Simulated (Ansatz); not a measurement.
We consider zinc-blende ZnTe, described by HSE06-D3(BJ) (plane waves, PAW; Ansatz, an electronic-structure program).

Numerical settings: plane-wave cutoff 460 eV, 8×8×8 k mesh, Fermi–Dirac smearing 0.01 eV, scalar-relativistic PAW data made under PBE.

Pressure at four volumes; x = ln(V/27.486 Å³). One pressure is withheld.

| V (Å³/atom) | x | P (GPa) |
|---|---|---|
| 26.112 | -0.0513 | ? |
| 26.799 | -0.0253 | 1.57 |
| 27.486 | 0.0000 | 0.09 |
| 28.861 | 0.0488 | -2.32 |

**Question.** Pass a parabola P(x) through the three rows shown, estimate the bulk modulus and its pressure derivative near zero pressure, and predict the withheld pressure.

**Answer.** Slopes between the rows: (0.09 − (1.57))/(0.0000 − (-0.0253)) = -58.50 and (-2.32 − (0.09))/(0.0488 − (0.0000)) = -49.39 GPa. Their difference over the span 0.0741 is c = 9.11/0.0741 = 122.9 GPa, so P(x) = 1.57 + (-58.50)(x − (-0.0253)) + 122.9 (x − (-0.0253))(x − (0.0000)). At the middle row B = −dP/dx = −[-58.50 + 122.9 × 0.0253] = 55.4 GPa, and B′ = dB/dP = 2c/B = 4.4. At x = -0.0513 the parabola gives 3.25 GPa; the run gives 3.27 GPa. The Birch–Murnaghan fit to the energies at all volumes has B0 = 54.8 GPa and B′ = 4.5.

Measured, for comparison: bulk modulus 51 ± 3 GPa (room temperature, no zero-point or thermal correction; as tabulated in Determination of phase transition pressures of ZnTe under quasihydrostatic …). Computed (rounded) less measured: bulk modulus +7 %. A static lattice is as a rule a little smaller and stiffer than an uncorrected measurement, which narrows the difference in the bulk modulus and would widen misses of the other sign.

Spin–orbit coupling is not included.
